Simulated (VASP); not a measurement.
A run of VASP 6.6.1 is set up as follows.

The input INCAR:

```
  PREC = Accurate
  ENCUT = 600
  EDIFF = 1E-7
  ISMEAR = 1
  SIGMA = 0.1
  LREAL = F
  LASPH = T
  NELM = 80
  ALGO = Normal
  ISIF = 3
  LWAVE = F
  LCHARG = F
  GGA = PS
  IBRION = 2
  NSW = 90
  EDIFFG = -0.005
```

File KPOINTS:

```
Automatic mesh
0
Gamma
  16 16 16
```

The input POSCAR:

```
Si2W                                    
1.0
   -1.6019802465      1.6019802465      3.9105373517
    1.6019802465     -1.6019802465      3.9105373517
    1.6019802465      1.6019802465     -3.9105373517
  Si              W             
     2     1
Direct
     0.3344996566706695    0.3344996566706695    0.0000000000000000
     0.6655003433293306    0.6655003433293306    0.0000000000000000
     0.0000000000000000    0.0000000000000000    0.0000000000000000
```

Potentials or basis: VASP PAW PBE potentials, release 64 (Si, W_sv).

Launch:

```sh
$ cat potpaw_PBE.64/Si/POTCAR potpaw_PBE.64/W_sv/POTCAR > POTCAR
$ mpirun -np 1 vasp_std > vasp.out
```

**Question.** Estimate the band gap on the k mesh.

**Answer.** None (metal or under the smearing width).

Forces on the atoms (eV/Å):
```
Si   0.000  0.000 -0.003
Si   0.000  0.000  0.003
W    0.000  0.000  0.000
```

Caveat: the PAW data sets were made with another functional, which shifts forces and pressure a little. Spin-orbit coupling is left out, which matters for the levels of W.
